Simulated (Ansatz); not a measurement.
Theory: Ansatz, DFT PBE, scalar-relativistic, plane waves, PAW. Settings: cutoff 420 eV, Γ-centred meshes spaced at most about 0.3 Å⁻¹, and about 0.25 Å⁻¹ or finer for metals (2π included), Gaussian smearing. No spin polarisation in the final relaxations.

Temperature and zero-point effects are left out. All come from trial cells, and lower structures may exist.

Question: These unrelaxed guesses for Be are each relaxed within their symmetry. Order them by the energy at which they end, lowest first.
A.

```xyz
6
Lattice="3.8635 0.0000 0.0000 0.0000 3.8635 0.0000 0.0000 0.0000 3.7327" Properties=species:S:1:pos:R:3 pbc="T T T"
Be    1.2436    3.1754    1.8663
Be    2.6199    0.6881    1.8663
Be    0.6881    1.2436    1.8663
Be    3.1754    2.6199    1.8663
Be    0.0000    1.9317    0.0000
Be    1.9317    0.0000    0.0000
```

B.

```xyz
1
Lattice="1.7914 0.0000 0.0000 0.0000 1.7914 0.0000 0.0000 0.0000 3.0372" Properties=species:S:1:pos:R:3 pbc="T T T"
Be    0.0000    0.0000    1.5186
```

C.

```xyz
12
Lattice="2.1158 0.0000 0.0000 -1.0579 1.8323 0.0000 0.0000 0.0000 25.4036" Properties=species:S:1:pos:R:3 pbc="T T T"
Be    1.0579    0.6108   16.0752
Be    1.0579    0.6108    3.3734
Be    1.0579    0.6108    9.3284
Be    1.0579    0.6108   22.0303
Be    0.0000    0.0000    6.3509
Be    0.0000    1.2215   22.0303
Be    0.0000    0.0000   19.0527
Be    1.0579    0.6108    6.3509
Be    0.0000    1.2215    9.3284
Be    0.0000    1.2215   19.0527
Be    0.0000    1.2215    3.3734
Be    0.0000    1.2215   16.0752
```

Answer: C (ends in P6_3/mmc, 0 meV/atom), A (ends in P4/mbm, 282 meV/atom), B (ends in P4/mmm, 0.74 eV/atom).

Cells relaxed within their symmetry can be saddle points. The part of the Crystallography Open Database at hand lists Be in space groups No. 18, 194; sharing a group (P6_3/mmc) doesn't make a cell the listed structure. Some structure types and database cells were kept out of the candidates from the start, so a known form may be missing.
